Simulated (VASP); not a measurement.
Input of a VASP 6.6.1 run:

POSCAR

```
MgS
1.0
    0.0000000000      2.6016500000      2.6016500000
    2.6016500000      0.0000000000      2.6016500000
    2.6016500000      2.6016500000      0.0000000000
S Mg
1 1
Direct
    0.5000000000      0.5000000000      0.5000000000
    0.0000000000      0.0000000000      0.0000000000
```

The input INCAR.step1:

```
ALGO = Normal
EDIFF = 1E-5
ENCUT = 520
GGA = PE
ISIF = 2
ISMEAR = -1
LASPH = T
LREAL = F
LWAVE = T
NELM = 80
PREC = Accurate
SIGMA = 0.05
```

The input INCAR.step2:

```
AEXX = 0.2
ALGO = Normal
EDIFF = 1E-7
ENCUT = 520
GGA = PE
HFRCUT = -1
ISIF = 2
ISMEAR = -1
ISTART = 1
LASPH = T
LCHARG = F
LHFCALC = T
LREAL = F
LWAVE = F
NELM = 80
PREC = Accurate
PRECFOCK = Fast
SIGMA = 0.05
```

KPOINTS

```
k-points
0
Gamma
  5 5 5
```

Potentials or basis: VASP PAW PBE potentials, release 64 (S, Mg).

Launch:

```bash
$ cat potpaw_PBE.64/S/POTCAR potpaw_PBE.64/Mg/POTCAR > POTCAR
$ cp INCAR.step1 INCAR
$ mpirun -np 1 vasp_std > vasp.out
$ cp INCAR.step2 INCAR
$ mpirun -np 1 vasp_std > vasp.out
```

Question: What does it give for the pressure?

Answer: -0.4 GPa.

Question: Predict the band gap on the k mesh.

Answer: 4.57 eV, indirect (least direct gap 5.15 eV).

Caveat: the PAW data sets were made with another functional, which shifts forces and pressure a little; an odd mesh through Γ misses points on the zone boundary, where band edges often lie.
